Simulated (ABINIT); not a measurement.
# Quasiparticle gap of LiCl (Fm-3m) in ABINIT, part 3 of 3

Aim: the G0W0 gap of LiCl (Fm-3m) on PBE, step by step.

ABINIT 10.8.3; PBE and many-body steps on it, plane waves. Known limits of the many-body steps: not at the basis limit.

So far. Step 4 (Empty states on the mesh, 6×6×6 mesh, 876 bands): On this mesh the gap is 6.285 eV. Step 5 (Screening, 6×6×6 mesh, 406 bands, screening to 359.2 eV): Local fields lower ε∞ by 15 %.

## Step 6: Self-energy, 6×6×6 mesh, 406 bands, screening to 359.2 eV

The self-energy is evaluated for the states that the input lists, and the levels follow from it, in one-shot runs by the linearised quasiparticle equation.

This step: G0W0 on PBE, plane waves, norm-conserving pseudopotentials.

Contents of run.abi:

```
acell 3*1.0 Angstrom
rprim 
  0.000000000000 2.571500000000 2.571500000000
  2.571500000000 0.000000000000 2.571500000000
  2.571500000000 2.571500000000 -0.000000000000
ntypat 2
znucl 3 17
natom 2
typat 1 2
xred 
  0.000000000000 0.000000000000 0.000000000000
  0.500000000000 0.500000000000 0.500000000000
pp_dirpath "pseudos"
pseudos "Li.upf, Cl.upf"
ecut 33
ngkpt 6 6 6
nshiftk 1
shiftk 0 0 0
kptopt 1
chksymbreak 0
istwfk *1
occopt 1
irdwfk 1
optdriver 4
nband 406
gwcalctyp 0
ecutsigx 33
symsigma 1
nkptgw 3
kptgw 
  0.0000000000 0.0000000000 0.0000000000
  0.5000000000 0.0000000000 0.0000000000
  0.5000000000 0.5000000000 0.0000000000
bdgw 
  3 9
  4 8
  4 7
ecuteps 13.2
irdscr 1
ppmodel 1
indata_prefix "in"
outdata_prefix "out"
tmpdata_prefix "tmp"
```

Started as:

```bash
OMP_NUM_THREADS=1 mpirun -n 8 abinit run.abi > log
```

Numbers of over 12 decimals in the logs are rounded to 6 here.

The program printed:

```text
.Version 10.8.3 of ABINIT. v10.8.2 released Aug 2026.

 Symmetries : space group Fm -3 m (#225); Bravais cF (face-center cubic)
[... echo of the input left out ...]
== DATASET  1 ==================================================================
-   mpi_nproc: 8, omp_nthreads: 1 (-1 if OMP is not activated)

--- !DatasetInfo
iteration_state: {dtset: 1, }
dimensions: {natom: 2, nkpt: 16, mband: 406, nsppol: 1, nspinor: 1, nspden: 1, mpw: 2092, }
cutoff_energies: {ecut:  33.0, pawecutdg:  -1.0, }
electrons: {nelect:   1.00000000E+01, charge:   0.00000000E+00, occopt:   1.00000000E+00, tsmear:   1.00000000E-02, }

 SIGMA: Calculation of the GW corrections

 Based on a program developped by R.W. Godby, V. Olevano, G. Onida, and L. Reining.
 Incorporated in ABINIT by V. Olevano, G.-M. Rignanese, and M. Torrent.
.Using double precision arithmetic ; gwpc =  8

[... cell and pseudopotentials left out ...]
--------------------------------------------------------------------------------

 ==== K-mesh for the wavefunctions ====
 Number of points in the irreducible wedge :    16
[... list of points left out ...]
 Together with 48 symmetry operations and time-reversal symmetry
 yields   216 points in the full Brillouin Zone.

 ==== Q-mesh for screening function ====
 Number of points in the irreducible wedge :    16
[... list of points left out ...]
 Together with 48 symmetry operations and time-reversal symmetry
 yields   216 points in the full Brillouin Zone.

 vcoul_init : cutoff-mode = AUXILIARY_FUNCTION
 q-points for optical limit:   1
     1)      0.000010    0.000020    0.000030
 setmesh: FFT mesh size selected  =    36x   36x   36
          total number of points  =        46656

 Number of electrons calculated from density =   10.0000; Expected =   10.0000
 average of density, n =  0.043573
 r_s =    1.7629
 omega_plasma =   20.1355 [eV]

 === KS Band Gaps ===
  >>>> For spin  1
   Minimum direct gap =   6.2845 [eV], located at k-point      :   0.0000  0.0000  0.0000
   Fundamental gap    =   6.2845 [eV], Top of valence bands at :   0.0000  0.0000  0.0000
                                       Bottom of conduction at :   0.0000  0.0000  0.0000
 SIGMA fundamental parameters:
 PLASMON POLE MODEL  1
 number of plane-waves for SigmaX                 2085
 number of plane-waves for SigmaC and W            531
 number of plane-waves for wavefunctions          2085
 number of bands                                   406
 number of independent spin polarizations            1
 number of spinorial components                      1
 number of k-points in IBZ                          16
 number of q-points in IBZ                          16
 number of symmetry operations                      48
 number of k-points in BZ                          216
 number of q-points in BZ                          216
 number of frequencies for dSigma/dE                 9
 frequency step for dSigma/dE [eV]                0.25
 number of omega for Sigma on real axis              0
 max omega for Sigma on real axis  [eV]           0.00
 zcut for avoiding poles [eV]                     0.10

 EPSILON^-1 parameters (SCR file):
 dimension of the eps^-1 matrix on file            531
 dimension of the eps^-1 matrix used               531
 number of plane-waves for wavefunctions          2085
 number of bands                                   406
 number of q-points in IBZ                          16
 number of frequencies                               2
 number of real frequencies                          1
 number of imag frequencies                          1

 matrix elements of self-energy operator (all in [eV])

 Perturbative Calculation

--- !SelfEnergy_ee
iteration_state: {dtset: 1, }
kpoint     : [   0.000,    0.000,    0.000, ]
spin       : 1
KS_gap     :    6.285
QP_gap     :    9.056
Delta_QP_KS:    2.771
data: !SigmaeeData |
     Band     E0 <VxcDFT>   SigX SigC(E0)      Z dSigC/dE  Sig(E)    E-E0       E
        3   0.193 -14.693 -19.029   1.692   0.802  -0.247 -16.813  -2.120  -1.927
        4   0.193 -14.693 -19.029   1.692   0.802  -0.247 -16.813  -2.120  -1.927
        5   0.193 -14.693 -19.029   1.692   0.802  -0.247 -16.813  -2.120  -1.927
        6   6.477  -9.170  -4.732  -3.668   0.846  -0.182  -8.518   0.652   7.129
        7  11.985  -9.607  -4.365  -3.876   0.840  -0.191  -8.460   1.147  13.132
        8  11.985  -9.607  -4.365  -3.876   0.840  -0.191  -8.460   1.147  13.132
        9  11.985  -9.607  -4.365  -3.876   0.840  -0.191  -8.460   1.147  13.132

--- !SelfEnergy_ee
iteration_state: {dtset: 1, }
kpoint     : [   0.500,    0.000,    0.000, ]
spin       : 1
KS_gap     :    6.990
QP_gap     :    9.897
Delta_QP_KS:    2.906
data: !SigmaeeData |
     Band     E0 <VxcDFT>   SigX SigC(E0)      Z dSigC/dE  Sig(E)    E-E0       E
        4  -0.060 -14.521 -18.956   1.748   0.801  -0.248 -16.673  -2.153  -2.212
        5  -0.060 -14.521 -18.956   1.748   0.801  -0.248 -16.673  -2.153  -2.212
        6   6.931  -8.336  -3.976  -3.475   0.852  -0.173  -7.582   0.754   7.685
        7   9.629  -8.912  -3.897  -3.674   0.848  -0.179  -7.775   1.137  10.766
        8   9.629  -8.912  -3.897  -3.674   0.848  -0.179  -7.775   1.137  10.766

--- !SelfEnergy_ee
iteration_state: {dtset: 1, }
kpoint     : [   0.500,    0.500,    0.000, ]
spin       : 1
KS_gap     :    8.900
QP_gap     :   12.099
Delta_QP_KS:    3.199
data: !SigmaeeData |
     Band     E0 <VxcDFT>   SigX SigC(E0)      Z dSigC/dE  Sig(E)    E-E0       E
        4  -0.892 -13.692 -18.391   1.921   0.800  -0.250 -15.914  -2.222  -3.114
        5  -0.892 -13.692 -18.391   1.921   0.800  -0.250 -15.914  -2.222  -3.114
        6   8.008  -9.292  -4.612  -3.529   0.848  -0.179  -8.316   0.976   8.985
        7   8.451  -8.226  -3.885  -3.389   0.853  -0.172  -7.413   0.813   9.263

== END DATASET(S) ==============================================================
================================================================================

 -outvars: echo values of variables after computation  --------
           etotal      0.0000000000E+00
            nband         406
             nkpt          16
          spgroup         225
 [... the other variables as echoed above ...]

 Calculation completed.
```

Wall time 8.7 min (8 MPI ranks of Arm Neoverse N1, shared host); peak memory 5.9 GiB.

Numbers from this step:

```
G0W0 gap on the points computed              : 9.056 eV
starting gap on the mesh                     : 6.285 eV
k of the valence top                         : 0, 0, 0
k of the conduction bottom                   : 0, 0, 0
Z at the valence top                         : 0.802
Z at the conduction bottom                   : 0.846
least direct G0W0 gap on the computed points : 9.056 eV
```

The gap on the mesh goes from 6.28 eV to 9.06 eV, a correction of +2.77 eV.

Limits: finite bands, cutoff and mesh. v1 is the top filled band, c1 the lowest empty one. Levels before and after the correction, in eV, zero at the valence-band top of each column:

|  | conduction bottom | valence top |
| --- | --- | --- |
| Kohn-Sham | 6.28 | 0.00 |
| G0W0 | 9.06 | 0.00 |

|  | level | energy (eV) |
| --- | --- | --- |
| Kohn-Sham | Γ v3-v1 | 0.000 |
| Kohn-Sham | Γ c1 | 6.285 |
| Kohn-Sham | Γ c2-c4 | 11.792 |
| G0W0 | Γ v3-v1 | 0.000 |
| G0W0 | Γ c1 | 9.056 |
| G0W0 | Γ c2-c4 | 15.059 |

## Step 7: Where the time went

Times are wall times on 8 MPI ranks of Arm Neoverse N1, shared host, good to a factor of about two.

| step | time | share | memory (GiB) |
| --- | --- | --- | --- |
| ground state | 6.3 s | 0 % | 0.51 |
| bands along the symmetry lines | 5.9 s | 0 % | 0.47 |
| empty states on the mesh | 34 s | 2 % | 2.5 |
| screening | 22 min | 70 % | 5.0 |
| self-energy | 8.7 min | 28 % | 5.9 |

## Step 8: What came out

| Item | Value |
| --- | --- |
| PBE gap | 6.28 eV, indirect (only 2 meV under the direct gap) |
| G0W0 gap on the mesh | 9.06 eV |
| GW settings | 6×6×6 mesh, 406 bands, screening to 359.2 eV, Godby-Needs plasmon pole |
| known limits | not at the basis limit |

In words: G0W0 moves the gap on the mesh from 6.28 eV to 9.06 eV (+2.77 eV), with Z of 0.80 and 0.85 at the edges. Local fields lower the RPA ε∞ on this mesh from 3.25 to 2.75. Only 3 of the mesh's irreducible points were corrected, so a valley elsewhere could overtake. The dearest step here is «screening». Bands and cutoff are finite, so the gap is not at the basis limit. The miss can reach some tenths of an eV and take either sign; the mesh is an error of its own. In the G0W0 run levels were corrected at 3 k points alone, so a gap called «on the mesh» is the least over those, and an edge elsewhere would be missed.

[Paths, hosts, dates, memory and timing lines, banners, echoed tables and standing remarks are left out of the program output.]

[Logs are printed without paths, hosts, clocks, repeated set-up lines and the standing remarks that a program may print on its own settings, such as how far it seeks lower states.]

[Runs of the session that timed out or met a known fault of the program may be left out.]

[Hosts, paths, dates, database ids (printed as entryN), source tags and the programs' standing remarks are cut or masked in the printed files.]

[G0W0 gaps are taken among the corrected bands and points alone; a level outside them can change the order at an edge.]

[Where Ansatz stands beside ABINIT at settings called matched, ABINIT's density can come from a denser mesh and the files from another edition; pairs whose starting gaps differed by over 0.03 eV were left out, so agreement reads better than it is.]
